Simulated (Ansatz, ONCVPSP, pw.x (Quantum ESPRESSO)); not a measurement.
## From atom to crystal: ONCV potential for Zr (Z = 40)

| Item | Value |
| --- | --- |
| Element | Zr |
| Generator | ONCVPSP 4.0.1.1 (patched build) |
| Type | optimised norm-conserving Vanderbilt (ONCV) |
| Functional | PBE |
| Relativity | scalar-relativistic |
| Frozen core | [Ar] 3d10 |
| Valence charge | 12 |
| Reference configuration | 4s2 4p6 4d2 5s2 |
| Partial waves | 4s+5s: rc 2.40 bohr, ncon 4, nbas 8, qcut 5.5 1/bohr, 2 projectors; 4p: rc 1.80 bohr, ncon 4, nbas 8, qcut 7.4 1/bohr, 3 projectors, debl 0.8 Ha; 4d: rc 2.95 bohr, ncon 4, nbas 9, qcut 5.5 1/bohr, 1 projector |
| Local potential | polynomial inside 1.50 bohr (lpopt 5, dvloc0 6 Ha) |
| Core correction | none |

In the p channel the program set the typed energies aside and used -1.193, 0.250, 1.050 Ha.

Atomic tests: cutoffs needed: 16 Ha and 21 Ha (the cutoffs (Ha) at which the residual kinetic energy of the hardest occupied pseudo-wave falls to 1 and 0.1 mHa per electron); ghost test: no bound ghost flagged; no localised positive-energy state flagged; largest excitation error: +16 meV (all-electron minus pseudo) for 4s2 4p6 4d1 5s0, out of 4 test configurations.

Crystal test: fcc Zr in pw.x 7.5, no spin, 13³ k-points, Fermi–Dirac smearing 0.01 Ry, cutoffs 50/200 Ry. The reference is all-electron LAPW (Ansatz 0.2.0) with the same functional, mesh and smearing; V0 and B0 come from Birch–Murnaghan fits to the pressures at five volumes. Errors are pseudo minus all-electron; Δ is the rms difference of the E(V) curves that follow from these fits, minima aligned, over ±6 % about the mean V0. Mesh and smearing are coarse, so the numbers serve the comparison and aren't converged zero-temperature values; the lattice is a test structure that the element need not adopt.

| V (Å³/atom) | P all-electron (GPa) | P pseudo (GPa) |
| --- | --- | --- |
| 22.068 | 5.32 | 5.86 |
| 22.648 | 2.68 | 3.19 |
| 23.229 | 0.31 | 0.79 |
| 23.810 | -1.83 | -1.37 |
| 24.390 | -3.75 | -3.32 |

All-electron: a0 = 4.534 Å (V0 = 23.31 Å³/atom), B0 = 89.0 GPa.

Pseudopotential: mean pressure error (GPa): +0.49; a0 (Å): 4.543; a0 error (%): +0.18; B0 error (%): -0.5; Δ (meV/atom): 2.4.

At the middle volume, how do free energy and pressure move when the wave cutoff is lowered (ecutrho kept at four times it)?

```tsv
cutoff (Ry)	shift of F (meV/atom)	shift of P (GPa)
22	+414.0	-1.08
30	+222.1	-4.23
40	+30.0	-1.36
```

Input at the middle volume:

```
&control
  calculation='scf', prefix='x', pseudo_dir='./', outdir='./tmp', tstress=.true., disk_io='low'
/
&system
  ibrav=0, nat=1, ntyp=1, ecutwfc=50, ecutrho=200, nbnd=14,
  occupations='smearing', smearing='fd', degauss=0.01
/
&electrons
  conv_thr=1e-09, mixing_beta=0.4, electron_maxstep=70
/
ATOMIC_SPECIES
Zr 1.0 Zr.UPF
CELL_PARAMETERS angstrom
  0.00000000 2.26464521 2.26464521
  2.26464521 0.00000000 2.26464521
  2.26464521 2.26464521 0.00000000
ATOMIC_POSITIONS crystal
Zr 0.0000 0.0000 0.0000
K_POINTS automatic
13 13 13 0 0 0
```

```bash
pw.x < Zr.scf.in > Zr.scf.out
```

Lines of the output:

```
Message from routine setup:
     using ibrav=0 with symmetry is DISCOURAGED, use correct ibrav instead
     lattice parameter (alat)  =       6.0522  a.u.
     unit-cell volume          =     156.7571 (a.u.)^3
     number of electrons       =        12.00
     number of Kohn-Sham states=           14
     kinetic-energy cutoff     =      50.0000  Ry
     charge density cutoff     =     200.0000  Ry
     scf convergence threshold =      1.0E-09
     Exchange-correlation= PBE
     number of k points=    84  Fermi-Dirac smearing, width (Ry)=  0.0100
     iteration #  1     ecut=    50.00 Ry     beta= 0.40
     total energy              =     -94.82489504 Ry
     estimated scf accuracy    <       0.01337173 Ry
     iteration #  2     ecut=    50.00 Ry     beta= 0.40
     total energy              =     -94.82514652 Ry
     estimated scf accuracy    <       0.00207648 Ry
     iteration #  3     ecut=    50.00 Ry     beta= 0.40
     total energy              =     -94.82542938 Ry
     estimated scf accuracy    <       0.00012609 Ry
     iteration #  4     ecut=    50.00 Ry     beta= 0.40
     total energy              =     -94.82543344 Ry
     estimated scf accuracy    <       0.00000118 Ry
     iteration #  5     ecut=    50.00 Ry     beta= 0.40
     total energy              =     -94.82543368 Ry
     estimated scf accuracy    <       0.00000007 Ry
     iteration #  6     ecut=    50.00 Ry     beta= 0.40
     the Fermi energy is    13.9525 ev
!    total energy              =     -94.82543369 Ry
     estimated scf accuracy    <          8.2E-10 Ry
     smearing contrib. (-TS)   =      -0.00680313 Ry
     The total energy is F=E-TS. E is the sum of the following terms:
     one-electron contribution =     -20.10139573 Ry
     hartree contribution      =      14.20049752 Ry
     xc contribution           =     -11.78126738 Ry
     ewald contribution        =     -77.13646497 Ry
     convergence has been achieved in   6 iterations
          total   stress  (Ry/bohr**3)                   (kbar)     P=        7.93
```

The run at the middle volume (84 k-points, 6 iterations) took about 19 s on one core of a shared host (Neoverse-N1, 64 threads, 124 GiB, load 47).
